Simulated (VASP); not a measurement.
# BN (F-43m) in VASP: further runs

Runs on BN. Level: PBE. Tasks: relaxation of cell and atoms.

Program: VASP 6.6.1. These are calculated values, not measurements. Logs are shortened: lines on timing, memory, paths and dates and some standing lists are left out, and cuts for length are marked.

### 1 The crystal as given

It takes space group F-43m (No. 216, cubic). Conventional cell: a = 3.615 Å, b = 3.615 Å, c = 3.615 Å, α = 90.00°, β = 90.00°, γ = 90.00°. B (site symmetry -43m) has 4 N at 1.57 Å as nearest neighbours. Around N (site symmetry -43m) lie 4 B at 1.57 Å.

### 2 Relaxation of cell and atoms, PBE

INCAR

```
SYSTEM = BN
  ALGO = Fast
  AMIX = 0.2
  EDIFF = 1E-7
  EDIFFG = -0.002
  ENCUT = 520
  GGA = PE
  IBRION = 2
  ISIF = 3
  ISMEAR = 0
  LASPH = .TRUE.
  LCHARG = .FALSE.
  LREAL = .FALSE.
  LWAVE = .FALSE.
  NELM = 100
  NSW = 80
  PREC = Accurate
  SIGMA = 0.02
```

KPOINTS

```
k-points
0
G
  14 14 14
  0 0 0
```

POSCAR

```
BN
1.0
    0.0000000000      1.8075000000      1.8075000000
    1.8075000000      0.0000000000      1.8075000000
    1.8075000000      1.8075000000      0.0000000000
B N
1 1
Direct
    0.0000000000      0.0000000000      0.0000000000
    0.2500000000      0.2500000000      0.2500000000
```

Potentials or basis: VASP PAW PBE potentials, release 64 (B, N).

Started as:

```
> cat potpaw_PBE.64/B/POTCAR potpaw_PBE.64/N/POTCAR > POTCAR
> mpirun -np 1 vasp_std > vasp.out
```

OUTCAR:

```text
SYSTEM = BN
   AMIX = 0.2
   EDIFF = 1E-7
   EDIFFG = -0.002
   ENCUT = 520
   GGA = PE
   IBRION = 2
   ISIF = 3
   ISMEAR = 0
   LASPH = .TRUE.
   LREAL = .FALSE.
   NELM = 100
   NSW = 80
   PREC = Accurate

 ion  position               nearest neighbor table
   1  0.000  0.000  0.000-   2 1.57   2 1.57   2 1.57   2 1.57
   2  0.250  0.250  0.250-   1 1.57   1 1.57   1 1.57   1 1.57

  LATTYP: Found a face centered cubic cell.
 ALAT       =     3.6150000000

  Lattice vectors:

 A1 = (   0.0000000000,   1.8075000000,   1.8075000000)
 A2 = (   1.8075000000,   0.0000000000,   1.8075000000)
 A3 = (   1.8075000000,   1.8075000000,   0.0000000000)

Analysis of symmetry for initial positions (statically):
=====================================================================
 Subroutine PRICEL returns:
 Original cell was already a primitive cell.

 Routine SETGRP: Setting up the symmetry group for a
 face centered cubic supercell.

 Subroutine GETGRP returns: Found 24 space group operations
 (whereof 24 operations were pure point group operations)
 out of a pool of 48 trial point group operations.

The static configuration has the point symmetry T_d .

Analysis of symmetry for dynamics (positions and initial velocities):
=====================================================================
 Subroutine PRICEL returns:
 Original cell was already a primitive cell.

 Routine SETGRP: Setting up the symmetry group for a
 face centered cubic supercell.

 Subroutine GETGRP returns: Found 24 space group operations
 (whereof 24 operations were pure point group operations)
 out of a pool of 48 trial point group operations.

The dynamic configuration has the point symmetry T_d .

 Subroutine INISYM returns: Found 24 space group operations
 (whereof 24 operations are pure point group operations),
 and found     1 'primitive' translations

----------------------------------------------------------------------------------------

                                     Primitive cell

  volume of cell :      11.8104

  direct lattice vectors                    reciprocal lattice vectors
     0.000000000  1.807500000  1.807500000    -0.276625173  0.276625173  0.276625173
     1.807500000  0.000000000  1.807500000     0.276625173 -0.276625173  0.276625173
     1.807500000  1.807500000  0.000000000     0.276625173  0.276625173 -0.276625173

  length of vectors
[... 98 lines left out ...]
   EFERMI_NEDOS =   21; number of points for ismear=-14 and -15
   IALGO  =     68    algorithm
   IMIX   =      4    mixing-type and parameters
     AMIX     =   0.20;   BMIX     =  1.00
     AMIX_MAG =   0.80;   BMIX_MAG =  1.00
  volume/ion in A,a.u.               =       5.91        39.85
  Fermi-wavevector in a.u.,A,eV,Ry     =   1.437749  2.716952 28.124920  2.067123
  Thomas-Fermi vector in A             =   2.556793
   LORBIT       =      0    0 simple, 1 ext, 2 COOP (PROOUT), +10 PAW based schemes
   GGA     = PE    functional components
   LHFCALC =     F    Hartree Fock is set to
   AEXX    =    0.0000 exact exchange contribution
   IVDW    =     0    specifies the selected vdW correction
   LEPSILON=     F    determine dielectric tensor
   LRPA    =     F    only Hartree local field effects (RPA)
 conjugate gradient relaxation of ions
 non-spin polarized calculation
 RMM-DIIS sequential band-by-band and
 Gauss-broadening in eV      SIGMA  =   0.02
  energy-cutoff  :      520.00
  volume of cell :       11.81
 maximum number of plane-waves:       332
   NGX =  9   NGY =  9   NGZ =  9

--------------------------------------- Ionic step        1  -------------------------------------------

 number of electron       7.9999999 magnetization

 Free energy of the ion-electron system (eV)
  ---------------------------------------------------
  ext. energy  EPLUGINS =         0.00000000
  ---------------------------------------------------
  free energy    TOTEN  =       -17.44979394 eV

  energy without entropy =      -17.44979394  energy(sigma->0) =      -17.44979394

------------------------ aborting loop because EDIFF is reached ----------------------------------------

  FORCE on cell =-STRESS in cart. coord.  units (eV):
  Direction    XX          YY          ZZ          XY          YZ          ZX
  --------------------------------------------------------------------------------------
  -------------------------------------------------------------------------------------
  Total        0.2430151      0.2430151      0.2430151      0.0000000     -0.0000000     -0.0000000
  in kB       32.9669611     32.9669611     32.9669611      0.0000000     -0.0000000     -0.0000000
  external PRESSURE =      32.9669611 kB  Pullay stress =       0.0000000 kB
[... 59 lines left out ...]
--------------------------------------- Ionic step        3  -------------------------------------------

 number of electron       7.9999999 magnetization

 Free energy of the ion-electron system (eV)
  ---------------------------------------------------
  ext. energy  EPLUGINS =         0.00000000
  ---------------------------------------------------
  free energy    TOTEN  =       -17.45083747 eV

  energy without entropy =      -17.45083747  energy(sigma->0) =      -17.45083747

 E-fermi :   7.3919     XC(G=0): -12.7794

 val. band max:        7.2968506693   @ k =   0.0000   0.0000   0.0000
 cond. band min:      11.7469844962   @ k =   0.5000   0.5000   0.0000
 fundamental gap:      4.4501338269
 Fermi energy:         7.3919376583

 k-point     1 :       0.0000    0.0000    0.0000
  band No.  band energies     occupation
      1     -12.8358      2.00000
      2       7.2969      2.00000
      3       7.2969      2.00000
      4       7.2969      2.00000
      5      16.0755      0.00000
      6      16.0755      0.00000
      7      16.0755      0.00000
      8      17.5059      0.00000
[... 243 lines left out ...]
 k-point    24 :       0.2857    0.1429    0.0000
  band No.  band energies     occupation
      1     -11.0836      2.00000
      2       2.2896      2.00000
      3       4.9735      2.00000
      4       5.4496      2.00000
      5      15.4945      0.00000
      6      18.8612      0.00000
      7      19.3758      0.00000
      8      20.0340      0.00000

 [... further k-points ...]

------------------------ aborting loop because EDIFF is reached ----------------------------------------

  FORCE on cell =-STRESS in cart. coord.  units (eV):
  Direction    XX          YY          ZZ          XY          YZ          ZX
  --------------------------------------------------------------------------------------
  -------------------------------------------------------------------------------------
  Total        0.0004788      0.0004788      0.0004788     -0.0000000     -0.0000000      0.0000000
  in kB        0.0643974      0.0643974      0.0643974     -0.0000000     -0.0000000      0.0000000
  external PRESSURE =       0.0643974 kB  Pullay stress =       0.0000000 kB
[... 17 lines left out ...]
  FREE ENERGIE OF THE ION-ELECTRON SYSTEM (eV)
  ---------------------------------------------------
  free  energy   TOTEN  =       -17.4508374720 eV

  energy  without entropy=      -17.4508374720  energy(sigma->0) =      -17.45083747

 reached required accuracy - stopping structural energy minimisation
```

Wall time 15 s (1 thread of Intel Xeon Platinum 8488C (Sapphire Rapids), shared host); peak memory 0.13 GiB.

Results:

```
Free energy                            : -17.4508 eV
Relaxed volume                         : 5.96 Å³/atom
Relaxed cell                           : a = 2.564 Å, b = 2.564 Å, c = 2.564 Å, α = 60.00°, β = 60.00°, γ = 60.00°
Space group after relaxing (to 0.05 Å) : F-43m (No. 216)
Energy gained by relaxing              : 0.5 meV/atom
Ionic steps                            : 3
Pressure after relaxing                : 0.0 GPa
Band gap on the k mesh                 : 4.45 eV, indirect (least direct gap 8.78 eV)
```

The path:
| step | energy change (eV) | largest force (eV/Å) | pressure (GPa) | volume (Å³) |
| --- | --- | --- | --- | --- |
| 1 | 0.0000 | 0.0000 | 3.30 | 11.81 |
| 2 | 0.0000 | 0.0000 | -3.26 | 12.02 |
| 3 | -0.0010 | 0.0000 | 0.01 | 11.91 |

Final structure:
```
CELL_PARAMETERS angstrom
0.00000 1.81272 1.81272
1.81272 0.00000 1.81272
1.81272 1.81272 0.00000
ATOMIC_POSITIONS crystal
B 0.00000 0.00000 0.00000
N 0.25000 0.25000 0.25000
```

Levels at points of the mesh, in eV from the valence-band top:
| k point | band 1 | band 2 | band 3 | band 4 | band 5 | band 6 | band 7 | band 8 |
| --- | --- | --- | --- | --- | --- | --- | --- | --- |
| (0.00, 0.00, 0.00) | -20.13 | 0.00 | 0.00 | 0.00 | 8.78 | 8.78 | 8.78 | 10.21 |
| (0.50, 0.00, 0.00) | -15.96 | -10.61 | -1.92 | -1.92 | 10.03 | 10.66 | 10.66 | 15.17 |
| (0.50, 0.50, 0.00) | -14.60 | -8.86 | -4.86 | -4.86 | 4.45 | 9.18 | 17.79 | 17.79 |

A k mesh can miss the band edges. Zero-point motion and thermal expansion aren't in these numbers.

### 3 Relaxation of cell and atoms, PBE

This run uses another cell than the first one, of 5.96 Å³/atom, 1.009 times its volume.

INCAR is that of step 2.

KPOINTS is that of step 2.

POSCAR

```
BN                                      
1.0
    0.0000000000      1.8127173539      1.8127173539
    1.8127173539     -0.0000000000      1.8127173539
    1.8127173539      1.8127173539      0.0000000000
  B               N             
     1     1
Direct
     0.0000000000000000    0.0000000000000000    0.0000000000000000
     0.2500000000000000    0.2500000000000000    0.2500000000000000
```

Potentials or basis: VASP PAW PBE potentials, release 64 (B, N).

Started as:

```
> cat potpaw_PBE.64/B/POTCAR potpaw_PBE.64/N/POTCAR > POTCAR
> mpirun -np 1 vasp_std > vasp.out
```

Wall time 8 s (1 thread of Intel Xeon Platinum 8488C (Sapphire Rapids), shared host); peak memory 0.12 GiB.

It converged, with:

- Free energy: -17.4510 eV
- Pressure after relaxing: 0.0 GPa
- Band gap on the k mesh: 4.45 eV, indirect (least direct gap 8.78 eV)

Final structure:
```
CELL_PARAMETERS angstrom
0.00000 1.81272 1.81272
1.81272 0.00000 1.81272
1.81272 1.81272 0.00000
ATOMIC_POSITIONS crystal
B 0.00000 0.00000 0.00000
N 0.25000 0.25000 0.25000
```

Levels at points of the mesh, in eV from the valence-band top:
```csv
k point,band 1,band 2,band 3,band 4,band 5,band 6,band 7,band 8
"(0.00, 0.00, 0.00)",-20.13,0.00,0.00,0.00,8.78,8.78,8.78,10.21
"(0.50, 0.00, 0.00)",-15.96,-10.61,-1.92,-1.92,10.03,10.66,10.66,15.17
"(0.50, 0.50, 0.00)",-14.60,-8.86,-4.86,-4.86,4.45,9.18,17.79,17.79
```

Caveat: the relaxation stopped at its first step, so nothing moved.
